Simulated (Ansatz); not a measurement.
# Tl: pressure against volume

The task here is to estimate one member of a computed series from the others.

This is Tl in the bcc structure; at room conditions it is hcp.

Program: Ansatz 0.2.0. Level of theory: DFT PBE, scalar-relativistic. These are calculated values, not measurements.

### The structure to begin with

The structure is cubic, space group Im-3m (No. 229). Conventional cell: a = 3.912 Å, b = 3.912 Å, c = 3.912 Å, α = 90.00°, β = 90.00°, γ = 90.00°. Around Tl (site symmetry m-3m) lie 8 Tl at 3.39 Å.

Coordinates:

```xyz
1
Lattice="-1.9560 1.9560 1.9560 1.9560 -1.9560 1.9560 1.9560 1.9560 -1.9560" Properties=species:S:1:pos:R:3 pbc="T T T"
Tl    0.0000    0.0000    0.0000
```

The cell is one relaxed in the Materials Project, used as it stands.

The first run:

File input.yaml:

```yaml
crystal:
  lattice:
    - [-1.9295595657, 1.9295595657, 1.9295595657]
    - [1.9295595657, -1.9295595657, 1.9295595657]
    - [1.9295595657, 1.9295595657, -1.9295595657]
  atoms:
    - { symbol: Tl, position: [0.0, 0.0, 0.0] }
kpoints:
  mp_grid: { grid: [13, 13, 13] }
scf:
  occupations: { method: fermi_dirac, width: 0.03 }
hamiltonian:
  xc: pbe
  pseudopotentials: { kind: all_electron, lapw: { basis_error: 0.001 } }
output:
  forces: true
  stress: true
  eigenvalues: true
```

Among the steps run: Volume × 0.96, LAPW; Volume × 0.96, PAW; Volume × 0.96, crystal datasets; Volume × 0.98, LAPW; Volume × 0.98, PAW; Volume × 1.02, LAPW; Volume × 1.02, PAW; Volume × 1.04, LAPW; Volume × 1.04, PAW; Volume × 1.04, crystal datasets.

One table of the session follows, with a row left open; its other results are not shown here.

It belongs to the step «Fits». 

| method | volume (Å³/atom) | pressure (GPa) |
| --- | --- | --- |
| LAPW | 28.737 | 2.97 |
| LAPW | 29.335 | 2.16 |
| LAPW | 29.934 | 1.45 |
| LAPW | 30.533 | 0.82 |
| LAPW | 31.131 | 0.27 |
| PAW | 28.737 | 2.96 |
| PAW | 29.335 | ? |
| PAW | 29.934 | 1.44 |
| PAW | 30.533 | 0.82 |
| PAW | 31.131 | 0.27 |
| crystal datasets | 28.737 | 2.97 |
| crystal datasets | 29.934 | 1.45 |
| crystal datasets | 31.131 | 0.27 |

Q: Estimate the row for PAW, 29.335 from the others.

**Answer.** pressure (GPa): 2.15. In the column «pressure (GPa)» it lies between crystal datasets, 29.934 (1.45) and LAPW, 29.335 (2.16).

Caveats from the session: Warnings in the runs' records: gradients without spin orbit, crystal datasets made.
